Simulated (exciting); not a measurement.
Runs of exciting (release sodium) on MgO. The structure is hexagonal, space group P-6m2 (No. 187). Conventional cell: a = 2.938 Å, b = 2.938 Å, c = 2.680 Å, α = 90.00°, β = 90.00°, γ = 120.00°. Around Mg (site symmetry -6m2) lie 6 O at 2.16 Å. O (site symmetry -6m2) is surrounded by 6 Mg at 2.16 Å. Measurements of this composition are mostly on another form, of space group No. 225.

| level | cell | smearing | outputlevel | gap on the mesh (eV) |
| --- | --- | --- | --- | --- |
| RPBE | P-6m2, 10.02 Å³/atom | gaussian 0.02 eV | normal | (a) |
| LDA | P-6m2, 8.01 Å³/atom | gaussian 0.01 eV | normal | 4.83 |
| PBE | P-6m2, 10.02 Å³/atom | gaussian 0.1 eV | low | 3.03 |
| LDA | P-6m2, 10.02 Å³/atom | gaussian 0.05 eV | low | 2.96 |

Alike in all rows: task single point; potentials or basis all-electron LAPW+lo, shipped species files, valence relativity iora*; no spin polarisation; k mesh 10 × 10 × 10; rgkmax 7.5.

Problem. Estimate the missing entries.

Solution. (a) 3.13.

A k mesh can miss the band edges.
